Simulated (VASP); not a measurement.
# HW8C8 (a cell with a defect): single point with PBEsol

HW8C8 (a cell with a defect):

```
W C H
1.0
     0.00000    0.00000   -5.65551
    -2.89848   -5.02031    0.00000
    -2.89848    5.02031    0.00000
W C H
8 8 1
Direct
  0.49792 0.50000 0.50000
  0.99935 0.50000 0.50000
  0.49989 0.49990 0.99995
  0.00096 0.49377 0.99689
  0.49989 0.00005 0.50010
  0.00096 0.00311 0.50622
  0.49989 0.00005 0.99995
  0.00096 0.00311 0.99689
  0.25231 0.16667 0.83333
  0.74989 0.16667 0.83333
  0.25002 0.16773 0.33386
  0.74774 0.17147 0.33573
  0.25002 0.66614 0.83227
  0.74774 0.66427 0.82853
  0.25002 0.66614 0.33386
  0.74774 0.66427 0.33573
  0.88381 0.83333 0.16667
```

```
Program                : VASP 6.6.1
Task                   : single point
Functional             : PBEsol
Potentials or basis    : VASP PAW PBE potentials, release 64 (W_sv, C, H)
Cutoff                 : 520 eV
k mesh                 : 4 × 5 × 5, shifted
Occupations            : gaussian, width 0.1 eV
Spin                   : no spin polarisation
Dipole correction      : no
Further INCAR settings : LREAL = Auto; ALGO = Fast; EDIFF = 1e-06; NBANDS = 86
```

```
Pressure               : 5.6 GPa
Largest force          : 0.576 eV/Å
Band gap on the k mesh : none (metal or under the smearing width)
```

Forces in eV/Å, atoms in the order of the input:
```
W    0.000  0.000  0.000
W    0.000  0.000  0.067
W    0.003  0.001  0.021
W    0.034  0.020  0.032
W   -0.003  0.001  0.021
W   -0.034  0.020  0.032
W    0.000 -0.003  0.021
W    0.000 -0.039  0.032
C    0.000  0.000  0.009
C    0.000  0.000  0.028
C    0.021  0.012  0.046
C   -0.009 -0.005  0.058
C   -0.021  0.012  0.046
C    0.009 -0.005  0.058
C    0.000 -0.024  0.046
C    0.000  0.010  0.058
H    0.000  0.000 -0.576
```

Stress tensor (GPa, compression positive):
```
6.24 0.00 0.00
0.00 6.24 0.00
0.00 0.00 4.22
```

Levels at points of the mesh, in eV from the Fermi level:
| k point | band 70 | band 71 | band 72 | band 73 | band 74 | band 75 | band 76 | band 77 |
| --- | --- | --- | --- | --- | --- | --- | --- | --- |
| (0.12, 0.00, 0.00) | -1.04 | -0.37 | -0.17 | -0.17 | 2.18 | 2.18 | 2.27 | 2.47 |

It took 8 min on 1 thread of AMD EPYC 7R13 Processor (Zen 3), on a shared host, peak memory 0.34 GiB.

Caveat: the PAW data sets were made with another functional, which shifts forces and pressure a little. The run has no spin-orbit coupling, so splittings on W are missing.
